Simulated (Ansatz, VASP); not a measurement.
## One calculation of Ti, two programs

```
CELL_PARAMETERS angstrom
-1.51686 1.51686 1.51686
1.51686 -1.51686 1.51686
1.51686 1.51686 -1.51686
ATOMIC_POSITIONS crystal
Ti 0.00000 0.00000 0.00000
```

Alike in both runs: functional PBEsol; k mesh 20 × 20 × 20; occupations gaussian, width 0.1 eV; no spin polarisation.

Ansatz relaxed the structure, and its values are those at the end. VASP's run is a single point on that final structure, the one shown.

```csv
,VASP,Ansatz
version,VASP 6.6.1,Ansatz 0.2.0
potentials or method,"VASP PAW PBE potentials, release 64 (Ti_sv)","scalar-relativistic, plane waves, PAW"
plane-wave cutoff (eV),520,420
valence electrons in the cell,12,12
```

Ansatz gave:

```
gap on the k mesh at the Fermi level (eV) : none
pressure (GPa)                            : 25.0
```

Which values does VASP return?

gap on the k mesh at the Fermi level (eV): none; pressure (GPa): 24.2.

A gap of «none» marks a metal or a gap that the smearing closes.

Caveats: so large a pressure means that the cell lies far from this level's equilibrium, or that cutoff or potentials fall short (VASP); the potentials were made for another functional, which shifts forces and pressure (VASP).
